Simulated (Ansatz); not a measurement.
The system is FePt (Tetraferroplatinum).

```
Pt Fe
1.0
     2.72350    0.00000    0.00000
     0.00000    2.72350    0.00000
     0.00000    0.00000    3.72000
Pt Fe
1 1
Direct
  0.50000 0.50000 0.50000
  0.00000 0.00000 0.00000
```

| Quantity | Value |
| --- | --- |
| Program | Ansatz 0.2.0 |
| Task | relaxation of cell and atoms |
| Functional | revPBE |
| Potentials or basis | Ansatz PAW |
| Cutoff | 420 eV (not typed: the program's choice for these potentials) |
| k mesh | 10 × 10 × 7 |
| Occupations | fermi-dirac, width 0.05 eV |
| Spin | collinear spin, ferromagnetic start |
| Starting moments | [0.0, 3.0] μB |

At the start: volume 13.80 Å³/atom.

Where does the relaxation end?

It ends after 5 steps and the volume is 14.28 Å³/atom (+3.5 %); space group P4/mmm (No. 123, to 0.05 Å); moment 3.37 μB per cell.

Step by step:
```csv
step,energy change (eV),largest force (eV/Å),volume (Å³)
1,0.0000,0.0000,27.59
2,-0.0167,0.0000,28.94
3,-0.0198,0.0000,28.58
4,-0.0199,0.0000,28.56
5,-0.0204,0.0000,28.56
```

Final structure:
```cif
data_structure
_symmetry_space_group_name_H-M 'P 1'
_symmetry_Int_Tables_number 1
_cell_length_a 2.7533
_cell_length_b 2.7533
_cell_length_c 3.7672
_cell_angle_alpha 90.000
_cell_angle_beta 90.000
_cell_angle_gamma 90.000
_cell_volume 28.56
loop_
_atom_site_label
_atom_site_type_symbol
_atom_site_fract_x
_atom_site_fract_y
_atom_site_fract_z
_atom_site_occupancy
Pt1 Pt 0.50000 0.50000 0.50000 1
Fe1 Fe 0.00000 0.00000 0.00000 1
```

Caveat: the plane-wave basis is chosen anew once the cell has moved, so the energies of steps on either side of that aren't comparable; the PAW data sets come from PBE, with cores solved anew for the run's functional, which leaves a small shift of forces and pressure.
